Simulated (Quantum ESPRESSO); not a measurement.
Crystal: Sn.

```xyz
1
Lattice="-1.7265 1.7755 2.3383 1.7265 -1.7755 2.3383 1.7265 1.7755 -2.3383" Properties=species:S:1:pos:R:3 pbc="T T T"
Sn    0.0000    0.0000    0.0000
```

This isn't the form of Sn at room conditions, which is tetragonal (white tin).

Program: Quantum ESPRESSO 7.5. Alike in all runs: task band structure; potentials or basis SG15 PBE 1.2; no spin polarisation; cell as given; k mesh 11 × 11 × 11; cutoff (eV) 952; smearing fermi-dirac 0.05 eV.

Task: Order these runs on this cell by their pressure, lowest first.
A. level LDA; SCF threshold 2e-10 Ry; form of the LDA correlation PZ81
B. level RPBE; SCF threshold 2e-10 Ry
C. level PBE; SCF threshold 2e-10 Ry
D. level SCAN; SCF threshold 1e-08 Ry; symmetry off

Result: A (-5.6 GPa), D (-3.8 GPa), C (-1.0 GPa), B (0.9 GPa).

Caveats: the potentials were made for another functional, which shifts forces and pressure (some runs).
